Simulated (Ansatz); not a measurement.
# The polar optical mode of LiBr, worked through

All numbers below come from DFT PBEsol, scalar-relativistic, plane waves, PAW in Ansatz 0.2.0. Plane waves to 420 eV; Γ-centred k mesh 8×8×8; fixed occupations. No spin polarisation. Phonons by linear response, acoustic sum rule imposed.

Equilibrium structure at this level:
```
Li Br
1.0
     0.00000    2.70552    2.70552
     2.70552    0.00000    2.70552
     2.70552    2.70552    0.00000
Li Br
1 1
Direct
  0.00000 0.00000 0.00000
  0.50000 0.50000 0.50000
```

Linear response gives ν_TO = 179.2 cm⁻¹, Born charges ±1.222 e (positive on Li) and ε∞ = 3.566. The primitive cell holds 39.608 Å³, and the masses are 6.940 and 79.904 amu.

Question: Find ν_LO and the static dielectric constant.

Answer: The long-wave field adds a restoring force: ω_LO² − ω_TO² = Z*²e²/(ε_vac ε∞ μV). In these units ν_LO² − ν_TO² = 4.92064×10⁷ Z*²/(μ V ε∞) cm⁻², with μ = m₁m₂/(m₁ + m₂) = 6.385 amu: 81413 cm⁻². So ν_LO = √(179.2² + 81413) = 336.9 cm⁻¹, and the run gives 336.9. Lyddane–Sachs–Teller then gives ε0 = ε∞ (ν_LO/ν_TO)² = 12.61, against 12.61 in the run (it forms both from the same three quantities, so the match checks the arithmetic only). Between ν_TO and ν_LO the dielectric function is negative and an undamped crystal reflects fully: a reststrahlen band from 29.7 to 55.8 μm.

Question: What do the Clausius–Mossotti polarisability and the Szigeti charge come to?

Answer: With the Lorentz local field, α = (3V/4π)(ε∞ − 1)/(ε∞ + 2) = 4.36 Å³ for the pair, and e_S = 3Z*/(ε∞ + 2) = 0.66 e. The Born charge includes the electrons' response to the dipole's own local field, and e_S takes that enhancement out. The Lorentz field assumes point-like polarisable ions, a fair picture at this small ε∞.

Question: How strongly does a slow electron couple to the LO mode?

Answer: For one isotropic parabolic band, Fröhlich's constant is α_F = (1/ε∞ − 1/ε0) √(m* Ry/ħω_LO), with Ry = 13.606 eV, ħω_LO = 41.8 meV and m* in free-electron masses: α_F = 0.2011 × 18.05 × √m* = 3.63 √m*. The band mass isn't part of this run; for m* = 0.1, 0.3 and 1 it gives 1.15, 1.99, 3.63. In weak coupling the polaron lies α_F ħω_LO below the band edge (83 meV at m* = 0.3) with a mass m*(1 + α_F/6); past α_F of about 5 or 6 that expansion fails. A semilocal functional's ε∞ tends to be too large, which taken alone lowers α_F.